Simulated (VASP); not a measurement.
# H (I4/mmm) in VASP: a series of runs

One crystal, H, is run at these levels: r2SCAN; tasks: single point.

Program: VASP 6.6.1. These are calculated values, not measurements. Logs are shortened: lines on timing, memory, paths and dates and some standing lists are left out, and cuts for length are marked.

### 1 The structure

The structure is tetragonal, space group I4/mmm (No. 139). Conventional cell: a = 3.383 Å, b = 3.383 Å, c = 4.117 Å, α = 90.00°, β = 90.00°, γ = 90.00°. H (site symmetry 4mm) has 1 H at 0.74 Å as nearest neighbours.

### 2 Single point, r2SCAN

POSCAR reads:

```
H
1.0
   -1.6915344700      1.6915344700      2.0584739900
    1.6915344700     -1.6915344700      2.0584739900
    1.6915344700      1.6915344700     -2.0584739900
H
2
Direct
    0.9098622900      0.9098622900      0.0000000000
    0.0901377100      0.0901377100      0.0000000000
```

INCAR.step1 reads:

```
PREC = Accurate
ENCUT = 520
ISMEAR = -1
SIGMA = 0.01
LREAL = False
LASPH = True
NELM = 100
NBANDS = 8
GGA = PE
ALGO = Normal
EDIFF = 1E-4
LWAVE = True
LCHARG = False
```

INCAR.step2 reads:

```
PREC = Accurate
ENCUT = 520
EDIFF = 1E-6
ISMEAR = -1
SIGMA = 0.01
LREAL = False
LASPH = True
NELM = 100
ALGO = Normal
ISIF = 2
LWAVE = False
LCHARG = True
METAGGA = R2SCAN
LMIXTAU = True
LELF = True
LVHAR = True
NBANDS = 8
ISTART = 1
```

KPOINTS reads:

```
regular mesh
0
Gamma
  12 12 12
```

Potentials or basis: VASP PAW PBE potentials, release 64 (H).

Started as:

```sh
$ cat potpaw_PBE.64/H/POTCAR > POTCAR
$ cp INCAR.step1 INCAR
$ mpirun -np 1 vasp_std > vasp.out
$ cp INCAR.step2 INCAR
$ mpirun -np 1 vasp_std > vasp.out
```

OUTCAR:

```text
PREC = Accurate
   ENCUT = 520
   EDIFF = 1E-6
   ISMEAR = -1
   LREAL = False
   LASPH = True
   NELM = 100
   ISIF = 2
   METAGGA = R2SCAN
   ISTART = 1

 ion  position               nearest neighbor table
   1  0.910  0.910  0.000-   2 0.74
   2  0.090  0.090  0.000-   1 0.74

  LATTYP: Found a body centered tetragonal cell.
 ALAT       =     3.3830689400
 C/A-ratio  =     1.2169270130

  Lattice vectors:

 A1 = (  -1.6915344700,   1.6915344700,   2.0584739900)
 A2 = (   1.6915344700,  -1.6915344700,   2.0584739900)
 A3 = (   1.6915344700,   1.6915344700,  -2.0584739900)

Analysis of symmetry for initial positions (statically):
=====================================================================
 Subroutine PRICEL returns:
 Original cell was already a primitive cell.

 Routine SETGRP: Setting up the symmetry group for a
 body centered tetragonal supercell.

 Subroutine GETGRP returns: Found 16 space group operations
 (whereof 16 operations were pure point group operations)
 out of a pool of 16 trial point group operations.

The static configuration has the point symmetry D_4h.

Analysis of symmetry for dynamics (positions and initial velocities):
=====================================================================
 Subroutine PRICEL returns:
 Original cell was already a primitive cell.

 Routine SETGRP: Setting up the symmetry group for a
 body centered tetragonal supercell.

 Subroutine GETGRP returns: Found 16 space group operations
 (whereof 16 operations were pure point group operations)
 out of a pool of 16 trial point group operations.

The dynamic configuration has the point symmetry D_4h.

 Subroutine INISYM returns: Found 16 space group operations
 (whereof 16 operations are pure point group operations),
 and found     1 'primitive' translations

----------------------------------------------------------------------------------------

                                     Primitive cell

  volume of cell :      23.5596

  direct lattice vectors                    reciprocal lattice vectors
    -1.691534470  1.691534470  2.058473990     0.000000000  0.295589602  0.242898381
     1.691534470 -1.691534470  2.058473990     0.295589602  0.000000000  0.242898381
     1.691534470  1.691534470 -2.058473990     0.295589602  0.295589602  0.000000000

  length of vectors
     3.155929799  3.155929799  3.155929799     0.382587031  0.382587031  0.418026823

[... 83 lines left out ...]
   NSW    =      0    number of steps for IOM
   IBRION =     -1    ionic relax: 0-MD 1-quasi-New 2-CG
   NFREE  =      0    steps in history (QN), initial steepest desc. (CG)
   ISIF   =      2    stress and relaxation
   ISYM   =      2    0-nonsym 1-usesym 2-fastsym
   POTIM  = 0.5000    time-step for ionic-motion
   TEBEG  =    0.0;   TEEND  =   0.0 temperature during run
   PSTRESS=    0.0 pullay stress
   NELECT =       2.0000    total number of electrons
   NUPDOWN=      -1.0000    fix difference up-down
   EMIN   =  10.00;   EMAX   =-10.00  energy-range for DOS
   EFERMI =   0.00;   METHOD = LEGACY
   ISMEAR =    -1;   SIGMA  =   0.01  broadening in eV -4-tet -1-fermi 0-gaus
   EFERMI_NEDOS =   21; number of points for ismear=-14 and -15
   IALGO  =     38    algorithm
   IMIX   =      4    mixing-type and parameters
     AMIX     =   0.40;   BMIX     =  1.00
     AMIX_MAG =   1.60;   BMIX_MAG =  1.00
  volume/ion in A,a.u.               =      11.78        79.49
  Fermi-wavevector in a.u.,A,eV,Ry     =   0.719497  1.359653  7.043413  0.517676
  Thomas-Fermi vector in A             =   1.808708
   LORBIT       =      0    0 simple, 1 ext, 2 COOP (PROOUT), +10 PAW based schemes
   METAGGA = R2SCAN    functional components
   LHFCALC =     F    Hartree Fock is set to
   AEXX    =    0.0000 exact exchange contribution
   IVDW    =     0    specifies the selected vdW correction
   LEPSILON=     F    determine dielectric tensor
   LRPA    =     F    only Hartree local field effects (RPA)
 non-spin polarized calculation
  energy-cutoff  :      520.00
  volume of cell :       23.56
 maximum number of plane-waves:       645
   NGX = 11   NGY = 11   NGZ = 11

 number of electron       2.0000000 magnetization

 Free energy of the ion-electron system (eV)
  ---------------------------------------------------
  ext. energy  EPLUGINS =         0.00000000
  ---------------------------------------------------
  free energy    TOTEN  =        -6.90202331 eV

  energy without entropy =       -6.90202331  energy(sigma->0) =       -6.90202331

 E-fermi :  -8.3941     XC(G=0):  -5.3743

 val. band max:       -8.6373708892   @ k =   0.5000   0.5000   0.5000
 cond. band min:       1.0291206991   @ k =   0.5000  -0.0000   0.0000
 fundamental gap:      9.6664915883
 Fermi energy:        -8.3940533934

 k-point     1 :       0.0000    0.0000    0.0000
  band No.  band energies     occupation
      1     -11.0262      2.00000
      2       6.0572      0.00000
      3       9.2786      0.00000
      4      15.9207      0.00000
      5      15.9207      0.00000
      6      18.7441      0.00000
      7      18.7441      0.00000
      8      19.9974      0.00000
[... 243 lines left out ...]
 k-point    24 :      -0.4167    0.1667    0.0000
  band No.  band energies     occupation
      1      -9.6919      2.00000
      2       2.4641      0.00000
      3       7.3951      0.00000
      4      10.6323      0.00000
      5      12.9258      0.00000
      6      16.9309      0.00000
      7      19.9660      0.00000
      8      20.3814      0.00000

 [... further k-points ...]

------------------------ aborting loop because EDIFF is reached ----------------------------------------

  FORCE on cell =-STRESS in cart. coord.  units (eV):
  Direction    XX          YY          ZZ          XY          YZ          ZX
  --------------------------------------------------------------------------------------
  -------------------------------------------------------------------------------------
  Total       -0.0001499     -0.0001499      0.0005250      0.0000000     -0.0000000      0.0000000
  in kB       -0.0101957     -0.0101957      0.0357058      0.0000000     -0.0000000      0.0000000
  external PRESSURE =       0.0051048 kB  Pullay stress =       0.0000000 kB

 VOLUME and BASIS-vectors are now :
 -----------------------------------------------------------------------------
  energy-cutoff  :      520.00
  volume of cell :       23.56
      direct lattice vectors                 reciprocal lattice vectors
    -1.691534470  1.691534470  2.058473990     0.000000000  0.295589602  0.242898381
     1.691534470 -1.691534470  2.058473990     0.295589602  0.000000000  0.242898381
     1.691534470  1.691534470 -2.058473990     0.295589602  0.295589602  0.000000000

 POSITION                                       TOTAL-FORCE (eV/Angst)
 -----------------------------------------------------------------------------------
      0.00000      0.00000      3.74586         0.000000      0.000000      0.003266
      0.00000      0.00000      0.37109        -0.000000     -0.000000     -0.003266
 -----------------------------------------------------------------------------------
    total drift:                               -0.000000      0.000000     -0.000000

  FREE ENERGIE OF THE ION-ELECTRON SYSTEM (eV)
  ---------------------------------------------------
  free  energy   TOTEN  =        -6.9020233060 eV

  energy  without entropy=       -6.9020233060  energy(sigma->0) =       -6.90202331
```

OSZICAR.step1:

```text
N       E                     dE             d eps       ncg     rms          rms(c)
DAV:   1    -0.706339835419E+01   -0.70634E+01   -0.45322E+02  2624   0.157E+02
DAV:   2    -0.735393009627E+01   -0.29053E+00   -0.29053E+00  3576   0.950E+00
DAV:   3    -0.735430841294E+01   -0.37832E-03   -0.37832E-03  2936   0.318E-01
DAV:   4    -0.735430888406E+01   -0.47112E-06   -0.47112E-06  4024   0.121E-02
DAV:   5    -0.735430888434E+01   -0.27948E-09   -0.27947E-09  2808   0.168E-04    0.447E+00
DAV:   6    -0.696230012030E+01    0.39201E+00   -0.20774E-01  2720   0.135E+00    0.244E+00
DAV:   7    -0.677772498253E+01    0.18458E+00   -0.45849E-01  2968   0.213E+00    0.280E-01
DAV:   8    -0.678217393654E+01   -0.44490E-02   -0.88343E-03  2896   0.349E-01    0.179E-01
DAV:   9    -0.678116591655E+01    0.10080E-02   -0.25074E-03  3248   0.171E-01    0.130E-02
DAV:  10    -0.678117718342E+01   -0.11267E-04   -0.39173E-05  2304   0.379E-02
   1 F= -.67811772E+01 E0= -.67811772E+01  d E =-.137579E-10
```

It took 31 s on 1 thread of Intel Xeon 6975P-C (Granite Rapids), shared host; peak memory 0.14 GiB.

Results:

| Property | Result |
| --- | --- |
| Free energy | -6.9020 eV |
| Pressure | 0.0 GPa |
| Largest force | 0.003 eV/Å |
| Band gap on the k mesh | 9.67 eV, indirect (least direct gap 10.49 eV) |

Forces in eV/Å, atoms in the order of the input:
```
H    0.000  0.000  0.003
H    0.000  0.000 -0.003
```

Caveat: the PAW data sets were made with another functional, which shifts forces and pressure a little. r2SCAN opens gaps a little over a GGA but as a rule still falls short of measured ones.

### 3 Single point, r2SCAN (volume scaled by 1.02)

POSCAR reads:

```
H
1.0
   -1.7027370115      1.7027370115      2.0721066654
    1.7027370115     -1.7027370115      2.0721066654
    1.7027370115      1.7027370115     -2.0721066654
H
2
Direct
    0.9098622900      0.9098622900      0.0000000000
    0.0901377100      0.0901377100      0.0000000000
```

INCAR.step1 is that of step 2.

Edit INCAR.step2 of step 2 so:

```diff
@@ -11,7 +11,5 @@
 LWAVE = False
-LCHARG = True
+LCHARG = False
 METAGGA = R2SCAN
 LMIXTAU = True
-LELF = True
-LVHAR = True
 NBANDS = 8
```

KPOINTS is that of step 2.

Potentials or basis: VASP PAW PBE potentials, release 64 (H).

Started as:

```sh
$ cat potpaw_PBE.64/H/POTCAR > POTCAR
$ cp INCAR.step1 INCAR
$ mpirun -np 1 vasp_std > vasp.out
$ cp INCAR.step2 INCAR
$ mpirun -np 1 vasp_std > vasp.out
```

It took 26 s on 1 thread of Intel Xeon 6975P-C (Granite Rapids), shared host; peak memory 0.14 GiB.

The run converged. Its results:

```yaml
Free_energy: -6.9022 eV
Pressure: -0.3 GPa
Largest_force: 0.178 eV/Å
Band_gap_on_the_k_mesh: 9.65 eV, indirect (least direct gap 10.45 eV)
```

Forces on the atoms (eV/Å):
```
H    0.000  0.000  0.178
H    0.000  0.000 -0.178
```

Stress tensor (GPa, compression positive):
```
-0.02  0.00  0.00
 0.00 -0.02  0.00
 0.00  0.00 -0.89
```

Levels at points of the mesh, in eV from the valence-band top:
```
           k point  band 1  band 2  band 3  band 4
(0.00, 0.00, 0.00)   -2.32   14.57   17.72   24.34
(0.50, 0.00, 0.00)   -0.80    9.65   18.06   19.52
(0.50, 0.50, 0.00)   -0.59   11.52   14.74   17.21
(0.50, 0.50, 0.50)    0.00   10.85   16.46   17.06
```

Caveat: the PAW data sets were made with another functional, which shifts forces and pressure a little. A k mesh can miss the band edges.
